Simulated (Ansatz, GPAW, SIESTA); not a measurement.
Pb: 3 runs at one level of theory

```
Pb
1.0
     3.48000    0.00000    0.00000
    -1.74000    3.01377    0.00000
     0.00000    0.00000    5.59000
Pb
2
Direct
  0.66667 0.33333 0.75000
  0.33333 0.66667 0.25000
```

This isn't the form of Pb at room conditions, which is fcc.

Alike in all runs: task band structure; functional PBEsol; k mesh 7 × 7 × 4; occupations fermi-dirac, width 0.05 eV; no spin polarisation; no spin-orbit coupling. Pressure is positive in compression and, in plane waves, holds the error of the finite cutoff.

```tsv
program and potentials	plane-wave cutoff (eV)	notes	pressure (GPa)
GPAW, PAW data sets generated for this functional	600	-	0.46
SIESTA, files PseudoDojo sr-pbesol-0.4.1-standard, DZP (energy shift 0.003 Ry; two zetas on semicore shells)	-	atomic basis	1.43
Ansatz, all-electron LAPW, scalar-relativistic	-	-	0.75
```

The pressure spans 0.46 (GPAW, PAW data sets generated for this functional) to 1.43 GPa (SIESTA, files PseudoDojo sr-pbesol-0.4.1-standard, DZP (energy shift 0.003 Ry; two zetas on semicore shells)), with all-electron results at 0.75. Rows in atomic bases carry the error of their basis and grid, which can be large.

The functional is the same throughout but for its coding, so the spread measures potentials, basis and numerics; runs on potential files found faulty are left out.
